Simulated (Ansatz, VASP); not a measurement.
This is a calculation of BaTiO3 for VASP 6.6.1.

The input INCAR:

```
ALGO = Normal
EDIFF = 1E-6
ENCUT = 520
GGA = PS
ISIF = 2
ISMEAR = -1
LASPH = True
LCHARG = True
LELF = True
LREAL = False
LVHAR = True
LWAVE = False
NBANDS = 28
NELM = 60
PREC = Accurate
SIGMA = 0.05
```

Contents of KPOINTS:

```
k-points
0
Gamma
  7 7 7
```

Contents of POSCAR:

```
BaTiO3
1.0
    3.9457420220      0.0000000000      0.0000000000
    0.0000000000      3.9457420220      0.0000000000
    0.0000000000      0.0000000000      3.9636960459
Ba Ti O
1 1 3
Direct
    0.0000000000      0.0000000000      0.0000000000
    0.5000000000      0.5000000000      0.4900000000
    0.0000000000      0.5000000000      0.5170000000
    0.5000000000      0.0000000000      0.5170000000
    0.5000000000      0.5000000000      0.0190000000
```

Potentials or basis: VASP PAW PBE potentials, release 64 (Ba_sv, Ti_sv, O).

Launch:

```sh
$ cat potpaw_PBE.64/Ba_sv/POTCAR potpaw_PBE.64/Ti_sv/POTCAR potpaw_PBE.64/O/POTCAR > POTCAR
$ mpirun -np 1 vasp_std > vasp.out
```

Problem. Set up the same calculation for Ansatz 0.2.0. Potentials there: all-electron LAPW, scalar-relativistic.

Solution. As run (the cutoff follows the program's own potentials):

Contents of input.yaml:

```yaml
crystal:
  lattice:
    - [3.945742022, 0.0, 0.0]
    - [0.0, 3.945742022, 0.0]
    - [0.0, 0.0, 3.9636960459]
  atoms:
    - { symbol: Ba, position: [0.0, 0.0, 0.0] }
    - { symbol: Ti, position: [0.5, 0.5, 0.49] }
    - { symbol: O, position: [0.0, 0.5, 0.517] }
    - { symbol: O, position: [0.5, 0.0, 0.517] }
    - { symbol: O, position: [0.5, 0.5, 0.019] }
kpoints:
  mp_grid: { grid: [7, 7, 7] }
scf:
  occupations: { method: fermi_dirac, width: 0.05 }
hamiltonian:
  xc: pbesol
  pseudopotentials: { kind: all_electron, lapw: { basis_error: 0.002 } }
output:
  forces: true
  stress: true
  eigenvalues: true
```

Potentials or basis: all-electron LAPW, scalar-relativistic.

The run is started by

```sh
$ ansatz run input.yaml --threads 4 --pin off --max-ram 12288MiB --backend cpu --events-out ev --progress --plain --runs-dir out
```

Both were run:

|  | VASP | Ansatz | Ansatz less VASP |
| --- | --- | --- | --- |
| gap on the k mesh at the Fermi level (eV) | 1.90 | 1.97 | +0.067 |
| least direct gap on the mesh (eV) | 2.06 | 2.09 | +0.025 |
| pressure (GPa) | 5.5 | 3.4 | -2.09 |
| largest component of the traceless stress (GPa) | 0.75 | 0.70 | -0.055 |
| rms of the force components (eV/Å) | 0.051 | 0.044 | -0.0070 |

Atom by atom the forces differ by 0.019 eV/Å (rms over components). Ansatz ran all-electron here, so the differences hold the error of VASP's frozen core and of both bases.

Caveats: spin-orbit coupling is left out, which moves the levels of the heavy elements; an odd mesh through Γ misses points on the zone boundary, where band edges often lie; the PAW data sets were made with another functional, which shifts forces and pressure a little (VASP).
